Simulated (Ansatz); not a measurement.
## TiPbO$_{3}$, a database entry at a rescaled volume

```
Pb Ti O
1.0
     3.99611    0.00000    0.00000
     0.00000    3.99611    0.00000
     0.00000    0.00000    4.06267
Pb Ti O
1 1 3
Direct
  0.00000 0.00000 0.00000
  0.50000 0.50000 0.52300
  0.50000 0.50000 0.06100
  0.50000 0.00000 0.56300
  0.00000 0.50000 0.56300
```

Level: PBE, no spin polarisation; 420 eV; 7×7×6 Γ-centred mesh; fermi-dirac occupations (width 0.1 eV); Ansatz 0.2.0, fixed geometry.

**Question.** What does the stress say?

**Answer.** The pressure is -4.4 GPa (compression positive), so with the atoms held at these fractions the cell would first shrink.

**Question.** Which atom feels the largest force, and which way?

**Answer.** The largest is on Ti2: 0.56 eV/Å, components (0.00, 0.00, -0.56). It makes 0° with the line to a nearest neighbour, O3 at 1.88 Å, pointing towards it.

**Question.** Is it stable against the elements?

**Answer.** -2.28 eV an atom against the elements' usual phases (free molecules for gases, crystals otherwise, with no correction for O₂ or N₂), so it is bound against them; other compounds may still compete. Relaxing would lower it.

**Question.** What is the character of the valence top and the conduction bottom?

**Answer.** Within 0.7 eV of the edges, the states project mainly on O p (90 %) below the gap and on Ti d (89 %) above it.

**Question.** Is there a gap, and of what kind?

**Answer.** The gap is 1.73 eV, indirect (the least direct gap found is 1.84 eV).

Origin: a database entry at a rescaled volume. Caveats: no spin-orbit coupling, which can shift this gap by tenths of an eV.
